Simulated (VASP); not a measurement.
Input of a VASP 6.6.1 run:

File INCAR:

```
ALGO = Normal
EDIFF = 1E-7
EDIFFG = -0.005
ENCUT = 600
GGA = PS
IBRION = 2
ISIF = 3
ISMEAR = 1
LASPH = T
LCHARG = F
LREAL = F
LWAVE = F
NELM = 80
NSW = 90
PREC = Accurate
SIGMA = 0.1
```

File KPOINTS:

```
k-points
0
Gamma
  15 15 10
```

The input POSCAR:

```
MgB2                                    
1.0
    3.0611508078      0.0000000000      0.0000000000
   -1.5305754039      2.6510343637     -0.0000000000
    0.0000000000      0.0000000000      3.5071060403
  Mg              B             
     1     2
Direct
     0.0000000000000000    0.0000000000000000    1.0000000000000000
     0.3333333300000021    0.6666666699999979    0.5000000000000000
     0.6666666699999979    0.3333333300000021    0.5000000000000000
```

Potentials or basis: VASP PAW PBE potentials, release 64 (Mg, B).

Launch:

```bash
$ cat potpaw_PBE.64/Mg/POTCAR potpaw_PBE.64/B/POTCAR > POTCAR
$ mpirun -np 1 vasp_std > vasp.out
```

Task: What does it give for the space group after relaxing (to 0.05 Å)?

Result: P6/mmm (No. 191).

Task: What does it give for the relaxed cell?

Result: a = 3.061 Å, b = 3.061 Å, c = 3.506 Å, α = 90.00°, β = 90.00°, γ = 120.00°.

Final structure:
```yaml
crystal:
  lattice:
    - [3.06058, 0.00000, 0.00000]
    - [-1.53029, 2.65054, 0.00000]
    - [0.00000, 0.00000, 3.50589]
  atoms:
    - { symbol: Mg, position: [0.00000, 0.00000, 0.00000] }
    - { symbol: B, position: [0.33333, 0.66667, 0.50000] }
    - { symbol: B, position: [0.66667, 0.33333, 0.50000] }
```
